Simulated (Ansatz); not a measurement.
The system is MnO2.

```xyz
6
Lattice="2.9042 0.0000 0.0000 0.0000 3.8448 0.0000 0.0000 0.0000 6.1643" Properties=species:S:1:pos:R:3 pbc="T T T"
Mn    1.4521    1.9224    2.1162
Mn    0.0000    0.0000    4.0481
O     1.4521    0.0000    5.1630
O     0.0000    1.9224    1.0013
O     1.4521    0.0000    2.6001
O     0.0000    1.9224    3.5642
```

Measurements of this composition are mostly on another form, of space group No. 136.

Alike in all runs: program Ansatz 0.2.0; functional PBE; potentials or basis Ansatz PAW; cutoff 420 eV (not typed: the program's choice for these potentials); k mesh 9 × 7 × 5; occupations fermi-dirac, width 0.05 eV.

Starts and where they ended:

```csv
start,free energy over the lowest (meV/atom),net moment (μB),site or absolute moments (μB),gap
"collinear spin, ferrimagnetic start of up to 4 μB",3.7,0.00,"Mn +2.36, -2.36; O -0.14, +0.14, +0.00, -0.00",0.19 eV
no spin polarisation,286.6,-,-,none (metal or under the smearing width)
"collinear spin, antiferromagnetic start of up to 4 μB",3.7,0.00,"Mn +2.36, -2.36; O -0.14, +0.14, +0.00, -0.00",0.19 eV
"collinear spin, random start of up to 4.04 μB",3.7,0.00,"Mn -2.36, +2.36; O +0.14, -0.14, -0.00, +0.00",0.19 eV
"collinear spin, ferromagnetic start of up to 4 μB",0.0,6.00,"Mn +2.41; O +0.12, +0.00",none (metal or under the smearing width)
```

The spin-polarised runs without a constraint all converged, yet they end up to 4 meV/atom apart: a converged run can sit in a state that isn't the lowest. Allowing spin polarisation gains 287 meV/atom. A still lower state may exist.

Caveats: the magnetic or orbital state may not be the lowest (some runs); odd divisions of the mesh miss points on the zone boundary, where band edges often lie, so the gap on the mesh can be too wide (some runs); semilocal functionals often make such compounds metallic where correlation or magnetic order opens a gap, which also shifts bond lengths (some runs); forces of over 1 eV/Å show positions far from the minimum, so gaps and moduli don't describe the material at rest (some runs).
